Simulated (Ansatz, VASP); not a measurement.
# Two plane-wave programs on BeTe

Contents of POSCAR:

```
BeTe
1.0
    0.0000000000      2.8286228811      2.8286228811
    2.8286228811      0.0000000000      2.8286228811
    2.8286228811      2.8286228811      0.0000000000
Be Te
1 1
Direct
    0.0000000000      0.0000000000      0.0000000000
    0.2500000000      0.2500000000      0.2500000000
```

INCAR.step1

```
SYSTEM = BeTe
PREC = Accurate
ENCUT = 520
EDIFF = 1E-5
ISMEAR = 0
SIGMA = 0.01
LREAL = .False.
LASPH = .True.
NELM = 100
ALGO = Normal
ISIF = 2
LWAVE = .True.
NBANDS = 11
GGA = PE
```

Contents of INCAR.step2:

```
SYSTEM = BeTe
PREC = Accurate
ENCUT = 520
EDIFF = 1E-6
ISMEAR = 0
SIGMA = 0.01
LREAL = .False.
LASPH = .True.
NELM = 100
ALGO = Normal
ISIF = 2
LWAVE = .False.
LCHARG = .True.
METAGGA = R2SCAN
LHFCALC = .True.
AEXX = 0.25
LMIXTAU = .True.
PRECFOCK = Normal
HFRCUT = -1
LELF = .True.
LVHAR = .True.
NBANDS = 11
ISTART = 1
```

KPOINTS

```
regular mesh
0
Gamma
  6 6 6
  0 0 0
```

Input for Ansatz:

```yaml
crystal:
  lattice:
    - [0.0, 2.8286228811, 2.8286228811]
    - [2.8286228811, 0.0, 2.8286228811]
    - [2.8286228811, 2.8286228811, 0.0]
  atoms:
    - { symbol: Be, position: [0.0, 0.0, 0.0] }
    - { symbol: Te, position: [0.25, 0.25, 0.25] }
kpoints:
  mp_grid: { grid: [6, 6, 6] }
  band_path:
    path:
      - [0.0, 0.0, 0.0]
      - [-0.5, -0.5, 0.0]
      - [-0.375, -0.375, 0.25]
      - [-0.375, 0.0, 0.375]
      - [0.0, 0.0, 0.5]
      - [-0.5, -0.25, 0.25]
      - [0.0, 0.5, 0.5]
    npoints: 1
hamiltonian:
  xc: r2scan0
scf:
  occupations: { method: fixed }
  n_extra_bands: 4
output:
  forces: true
  stress: true
  eigenvalues: true
```

Alike in both runs: task single point; functional r2SCAN0; k mesh 6 × 6 × 6; no spin polarisation.

|  | VASP | Ansatz |
| --- | --- | --- |
| version | VASP 6.6.1 | Ansatz 0.2.0 |
| potentials or method | VASP PAW PBE potentials, release 64 (Be, Te) | plane waves, PAW |
| plane-wave cutoff (eV) | 520 | 500 |
| occupations | gaussian, width 0.01 eV | fixed |
| valence electrons in the cell | 8 | 18 |

Ansatz gave:

```
gap on the k mesh at the Fermi level (eV) : 3.55
pressure (GPa)                            : -0.8
```

Q: Which values does VASP return?

A: gap on the k mesh at the Fermi level (eV): 3.54; pressure (GPa): -0.9.

The two sets of potentials don't hold the same shells in valence. Ansatz warned: «stress_exchange_threshold_loose».

Caveats: the PAW data sets were made with another functional, which shifts forces and pressure a little (VASP); spin-orbit coupling is left out, which moves the levels of the heavy elements. A k mesh can miss the band edges.
